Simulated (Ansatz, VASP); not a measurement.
## KCl: VASP beside Ansatz

Contents of INCAR:

```
ALGO = Fast
EDIFF = 1E-6
ENCUT = 520
GGA = PE
ISIF = 2
ISMEAR = 0
LASPH = True
LCHARG = False
LREAL = False
LWAVE = False
NBANDS = 15
NELM = 80
PREC = Accurate
SIGMA = 0.01
```

File KPOINTS:

```
k-points
0
Gamma
  4 4 4
```

POSCAR

```
KCl
1.0
    0.0000000000      3.5072828304      3.5072828304
    3.5072828304      0.0000000000      3.5072828304
    3.5072828304      3.5072828304      0.0000000000
K Cl
1 1
Direct
    0.0000000000      0.0000000000      0.0000000000
    0.2500000000      0.2500000000      0.2500000000
```

Input for Ansatz:

```yaml
crystal:
  lattice:
    - [0.0, 3.5072828304, 3.5072828304]
    - [3.5072828304, 0.0, 3.5072828304]
    - [3.5072828304, 3.5072828304, 0.0]
  atoms:
    - { symbol: K, position: [0.0, 0.0, 0.0] }
    - { symbol: Cl, position: [0.25, 0.25, 0.25] }
kpoints:
  mp_grid: { grid: [4, 4, 4] }
hamiltonian:
  xc: pbe
  pseudopotentials: { kind: nc }
scf:
  occupations: { method: fixed }
  n_extra_bands: 4
output:
  forces: true
  stress: true
  eigenvalues: true
```

Alike in both runs: task single point; functional PBE; k mesh 4 × 4 × 4; no spin polarisation.

```csv
,VASP,Ansatz
version,VASP 6.6.1,Ansatz 0.2.0
potentials or method,"VASP PAW PBE potentials, release 64 (K_sv, Cl)",plane waves
plane-wave cutoff (eV),520,850
occupations,"gaussian, width 0.01 eV",fixed
valence electrons in the cell,16,16
```

|  | VASP | Ansatz | Ansatz less VASP |
| --- | --- | --- | --- |
| gap on the k mesh at the Fermi level (eV) | 4.78 | 4.78 | 0.000 |
| pressure (GPa) | 0.3 | 0.3 | -0.05 |

A k mesh can miss the band edges. Expect the measured gap to be larger: semilocal functionals such as PBE lack the derivative discontinuity.
